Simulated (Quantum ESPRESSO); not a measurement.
TiTe2, 3 atoms in the cell. The structure is trigonal, space group P-3m1 (No. 164). Conventional cell: a = 3.777 Å, b = 3.777 Å, c = 6.498 Å, α = 90.00°, β = 90.00°, γ = 120.00°. Te (site symmetry 3m) is surrounded by 3 Ti at 2.77 Å. Ti (site symmetry -3m) has 6 Te at 2.77 Å as nearest neighbours. 

```yaml
Program: Quantum ESPRESSO 7.5
Task: single point
Functional: PBE
Potentials_or_basis: SSSP 1.3 efficiency PBE
Cutoff: 748 eV
Density_cutoff: 5987 eV
k_mesh: 8 × 8 × 4
Occupations: fermi-dirac, width 0.05 eV
Spin: no spin polarisation
Mixing_beta: 0.5
Most_SCF_iterations: 120
SCF_threshold: 6e-10 Ry
```

Potentials or basis: SSSP 1.3 efficiency PBE.

The run is started by

```console
$ OMP_NUM_THREADS=1 pw.x -in pw.in > pw.out
$ OMP_NUM_THREADS=1 pp.x -in pp_density.in > pp_density.out
$ OMP_NUM_THREADS=1 pp.x -in pp_potential.in > pp_potential.out
```

Hardware: 1 thread of Intel(R) Xeon(R) 6975P-C (Granite Rapids) (shared host).

How long does it take, and how much memory?

Wall time 41 s on 1 thread of Intel(R) Xeon(R) 6975P-C (Granite Rapids), on a shared host, peak memory 0.37 GiB. Counts: scf iterations 14, bands 19, k points 35, g dense 84363.
